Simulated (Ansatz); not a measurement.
Input and output of a one-shot G0W0 calculation on MgO, CsCl type (the plane-wave code Ansatz, G0W0@PBE with 29 empty bands, a screening cutoff of 80 eV and an 8×8×8 mesh). Cell and atoms come from a relaxation with r2SCAN.

The input:
```yaml
crystal:
  lattice:
    - [2.6233491281, 0.0, 0.0]
    - [0.0, 2.6233491281, 0.0]
    - [0.0, 0.0, 2.6233491281]
  atoms:
    - { symbol: Mg, position: [0.0, 0.0, 0.0] }
    - { symbol: O, position: [0.5, 0.5, 0.5] }
kpoints:
  mp_grid: { grid: [8, 8, 8] }
hamiltonian:
  xc: pbe
scf:
  occupations: { method: fixed }
gw:
  n_empty_bands: 29
  ecut_chi: 80
  qp_bands: [v2, c2]
  qp_kpoints: band_edges
  screening: { model: contour_deformation }
```

Run as `ansatz run input.yaml --threads 2 --pin off --max-ram 3686MiB --backend cpu --events-out ev --progress --plain --runs-dir out`.

The log, with set-up remarks and timings taken out:
```
Pseudopotential: Mg, paw, valence charge 10, recommended cutoff 420 eV (normal)
Pseudopotential: O, paw, valence charge 6, recommended cutoff 420 eV (normal)
Functional definition: PBE
Crystal: 2 atoms, lattice volume = 18.054 Å³
Basis set: ecut = 420 eV, 365 PW (Γ)
Bands: 12, of which v1, the nominal top of the filled ones, is band 8 counted from 1 (7 counted from 0)
Symmetry: 48 space group operations
Space group: Pm-3m (ITA 221)
k-points: 35 of 512
preconditioner: auto → none  [insulator: Δε(μ)=2.635 eV  ℏωp=24.7 eV]
Free energy (F): -2492.621489 eV
Fermi energy:    10.240603 eV
--- Band table (eV; the first three rows and the last of 35) ---
  k-point 0: bands = […, -31.1958, -31.1958, -8.3390, 9.2249, 9.2249, 9.2249, 12.8804, 20.7300, 20.7300, 30.7421]
  k-point 1: bands = […, -31.1940, -31.1940, -8.1800, 7.9974, 9.2881, 9.2881, 13.7574, 21.0454, 21.0559, 30.4677]
  k-point 2: bands = […, -31.1896, -31.1896, -7.7635, 5.9468, 9.4441, 9.4441, 15.1603, 21.2013, 22.0214, 29.6899]
  k-point 34: bands = […, -31.2935, -31.2935, -5.3531, 6.5738, 6.5738, 6.5738, 17.8102, 17.8102, 17.8102, 26.7278]
--- G₀W₀: contour deformation, 6 samples at zero and on the imaginary axis and 3 off it, 512 q-points, 29 empty bands' worth ---
    ik  band        ε_KS         Σx   Σc(E_QP)       V_xc       Z   E_QP_lin       E_QP  E_QP is
     0     7      9.2249   -25.7829     4.5855   -20.4479  0.7764     8.4688     8.4754  root
     0     8      9.2249   -25.7829     4.5855   -20.4479  0.7764     8.4688     8.4754  root
     0     9     12.8804   -10.9920    -3.4836   -15.4326  0.8381    13.8433    13.8374  root
     0    10     20.7300    -3.9144    -4.6203    -9.4732  0.8321    21.6774    21.6686  root
     4     7      9.6785   -26.1090     4.5928   -20.8247  0.7774     8.9816     8.9870  root
     4     8      9.6785   -26.1090     4.5928   -20.8247  0.7774     8.9816     8.9870  root
     4     9     17.3757    -8.7446    -4.3400   -14.2152  0.8291    18.5190    18.5063  root
     4    10     19.8022   -11.6118    -4.9546   -18.4087  0.7784    21.7071    21.6445  root
     8     7      8.8897   -25.3567     4.6164   -19.9107  0.7743     8.0515     8.0602  root
     8     8      9.7554   -26.1820     4.5866   -20.9167  0.7777     9.0715     9.0766  root
     8     9     18.0734    -9.1150    -4.3997   -14.7501  0.8215    19.3252    19.3088  root
     8    10     19.3722   -10.8265    -4.7734   -17.3305  0.7896    21.1513    21.1028  root
    10     7      7.1394   -24.1976     4.8366   -18.2999  0.7609     6.0596     6.0783  root
    10     8      9.8708   -26.2976     4.5746   -21.0627  0.7781     9.2057     9.2105  root
    10     9     17.6651   -10.2423    -4.2579   -15.9855  0.8117    19.1760    19.1502  root
    10    10     19.7462    -6.9545    -4.7556   -12.8806  0.8157    20.9349    20.9167  root
    11     7      7.3279   -24.4157     4.8336   -18.5398  0.7624     6.2681     6.2857  root
    11     8      9.9495   -26.3689     4.5713   -21.1496  0.7783     9.2969     9.3014  root
    11     9     17.8018    -8.2865    -4.3833   -14.0089  0.8201    19.1608    19.1408  root
    11    10     19.5395    -9.1339    -4.6834   -15.1933  0.8073    20.9405    20.9156  root
    12     7      5.9097   -23.7131     5.1166   -17.4281  0.7463     4.7095     4.7412  root
    12     8     10.0681   -26.4918     4.5611   -21.3031  0.7787     9.4363     9.4406  root
    12     9     16.6338    -7.4542    -4.1991   -12.8160  0.8326    17.8090    17.7965  root
    12    10     20.5034    -8.1967    -4.9326   -14.4786  0.8003    21.8776    21.8527  root
    13     7      6.0103   -23.8405     5.0944   -17.5846  0.7482     4.8187     4.8489  root
    13     8     10.1529   -26.5794     4.5557   -21.4108  0.7789     9.5360     9.5400  root
    13     9     16.0155    -6.6429    -4.1827   -11.8714  0.8400    17.0706    17.0613  root
    13    10     21.2002    -8.7795    -5.0797   -15.3163  0.7900    22.6907    22.6572  root
    14     7      5.5037   -23.6288     5.1994   -17.2321  0.7414     4.2742     4.3064  root
    14     8     10.2406   -26.6745     4.5493   -21.5276  0.7792     9.6393     9.6430  root
    14     9     15.2585    -6.0281    -4.1523   -11.1245  0.8465    16.2096    16.2026  root
    14    10     22.5613    -9.2487    -5.6382   -16.4848  0.7596    24.1917    24.1591  root
    15     7      8.5587   -25.0541     4.6476   -19.5321  0.7725     7.6741     7.6844  root
    15     8      8.5587   -25.0541     4.6476   -19.5321  0.7725     7.6741     7.6844  root
    15     9     15.1865   -12.6068    -3.4587   -17.3759  0.8188    16.5113    16.4968  root
    15    10     21.5018    -5.5720    -4.8309   -11.5673  0.8116    22.6835    22.6662  root
  […]
```

The rows of the band table are 0: (0, 0, 0) = Γ, 1: (0, 0, 1/8), 2: (0, 0, 1/4), 34: (-1/2, -1/2, -1/2).

The points are ik 0 = (0, 0, 0) (Γ), ik 4 = (0, 0, -1/2), ik 8 = (0, 1/8, -1/2), ik 10 = (0, 1/4, 3/8), ik 11 = (0, 1/4, -1/2), ik 12 = (0, 3/8, 3/8), ik 13 = (0, 3/8, -1/2), ik 14 = (0, -1/2, -1/2), ik 15 = (1/8, 1/8, 1/8), ik 18 = (1/8, 1/8, -1/2), ik 25 = (1/4, 1/4, 1/4), ik 27 = (1/4, 1/4, -1/2); band 8 is the last filled one.

Over the mesh points the PBE gap of 2.64 eV becomes a quasiparticle gap of 4.19 eV (k = (0, -1/2, -1/2) to Γ), a change of +1.55 eV. Renormalisation factors Z lie between 0.74 and 0.85. No extrapolation in bands, cutoff or mesh was made for G0W0.

The calculation is spin-unpolarised, and the structure need not be a phase that has been made.
